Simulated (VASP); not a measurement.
A calculation with VASP 6.6.1 of Tb (native input, structure from a POSCAR):

The input INCAR:

```
  ALGO = Normal
  EDIFF = 1E-7
  ENCUT = 520
  GGA = PS
  ISIF = 2
  ISMEAR = 0
  ISPIN = 2
  LASPH = T
  LCHARG = F
  LMAXMIX = 6
  LORBIT = 11
  LREAL = F
  LWAVE = F
  MAGMOM = 6 6
  NELM = 120
  PREC = Accurate
  SIGMA = 0.05
```

KPOINTS

```
k-points
0
Gamma
  9 9 5
```

The input POSCAR:

```
Tb
1.0
    3.6010000000      0.0000000000      0.0000000000
   -1.8005000000      3.1185574790      0.0000000000
    0.0000000000      0.0000000000      5.6936000000
Tb
2
Direct
    0.6666666667      0.3333333333      0.7500000000
    0.3333333333      0.6666666667      0.2500000000
```

Potentials or basis: VASP PAW PBE potentials, release 64 (Tb_3), 4f in core.

The run is started by

```sh
$ cat potpaw_PBE.64/Tb_3/POTCAR > POTCAR
$ mpirun -np 1 vasp_std > vasp.out
```

Write the same calculation in another form: ASE script, structure typed inline.

As run:

The input run.py:

```python
from ase import Atoms
from ase.calculators.vasp import Vasp
from ase.dft.bandgap import bandgap

atoms = Atoms(
    ['Tb', 'Tb'],
    cell=[[3.601, 0.0, 0.0], [-1.8005, 3.118557479, 0.0], [0.0, 0.0, 5.6936]],
    scaled_positions=[[0.6666666667, 0.3333333333, 0.75], [0.3333333333, 0.6666666667, 0.25]],
    pbc=True,
)
atoms.set_initial_magnetic_moments([6.0, 6.0])
calc = Vasp(
    directory='calc',
    xc='pbesol',
    pp='PBE',
    setups='materialsproject',
    prec='Accurate',
    encut=520,
    ediff=1e-06,
    ismear=0,
    sigma=0.05,
    lreal=False,
    lasph=True,
    nelm=100,
    algo='Normal',
    isif=2,
    lwave=False,
    lcharg=False,
    ispin=2,
    lorbit=11,
    lmaxmix=6,
    kpts=[9, 9, 5],
    gamma=True,
)
atoms.calc = calc

print('energy (eV):', atoms.get_potential_energy())
print('free energy (eV):', atoms.get_potential_energy(force_consistent=True))
print('forces (eV/A):')
print(atoms.get_forces())
print('stress (eV/A^3, Voigt):', atoms.get_stress())
print('Fermi level (eV):', calc.get_fermi_level())
print('moment (muB):', atoms.get_magnetic_moment())
print('site moments (muB):', atoms.get_magnetic_moments())
gap, top, bottom = bandgap(calc)
print('band gap (eV):', gap, 'from (spin, k, band)', top, 'to', bottom)
```

Potentials or basis: VASP PAW PBE potentials, release 64 (Tb_3), 4f in core.

Launch:

```sh
$ python run.py
```

Both were run:

|  | native input, structure from a POSCAR | ASE script, structure typed inline |
| --- | --- | --- |
| Pressure | -2.1 GPa | -2.1 GPa |
| Band gap on the k mesh | none (metal or under the smearing width) | none (metal or under the smearing width) |
| Net moment | 0.00 μB per cell | 0.00 μB per cell |
| Valence electrons inside the program's atomic spheres | Tb 7.81 | Tb 7.81 |

Keys that steer only the numerical path or the files written may differ.

Caveat: the magnetic or orbital state may not be the lowest; the PAW data sets were made with another functional, which shifts forces and pressure a little; spin-orbit coupling is left out, which moves the levels of the heavy elements; the 4f electrons are frozen in the core as for a trivalent ion, so they carry no moment and show no levels.
